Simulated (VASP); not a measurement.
Wanted: the native input for a VASP 6.6.1 run.

- Task: single point
- Functional: PBE
- Potentials or basis: VASP PAW PBE potentials, release 64 (Pt)
- Cutoff: 520 eV
- k mesh: 12 × 12 × 12
- Occupations: gaussian, width 0.026 eV
- Spin: no spin polarisation
- Further INCAR settings: ALGO = Fast; EDIFF = 1e-06; NBANDS = 11

The structure of Pt lies in POSCAR:

```
Pt
1.0
    0.0000000000      1.9609000000      1.9609000000
    1.9609000000      0.0000000000      1.9609000000
    1.9609000000      1.9609000000      0.0000000000
Pt
1
Direct
    0.0000000000      0.0000000000      0.0000000000
```

The input as run:

INCAR

```
SYSTEM = Pt
PREC = Accurate ; ENCUT = 520
EDIFF = 1E-6 ; ISMEAR = 0
SIGMA = 0.026000000000000002 ; LREAL = .False.
LASPH = .True. ; NELM = 60
ALGO = Fast ; ISIF = 2
LWAVE = .False. ; LCHARG = .False.
GGA = PE ; NBANDS = 11
```

KPOINTS

```
Automatic mesh
0
Gamma
  12 12 12
  0 0 0
```

Potentials or basis: VASP PAW PBE potentials, release 64 (Pt).

Launch:

```bash
$ cat potpaw_PBE.64/Pt/POTCAR > POTCAR
$ mpirun -np 1 vasp_std > vasp.out
```

It gave:

```yaml
Pressure: 9.7 GPa
Band_gap_on_the_k_mesh: none (metal or under the smearing width)
```

Run time: 12 s on 1 thread of Intel(R) Xeon(R) Platinum 8488C (Sapphire Rapids), with other jobs on the host, peak memory 0.14 GiB.
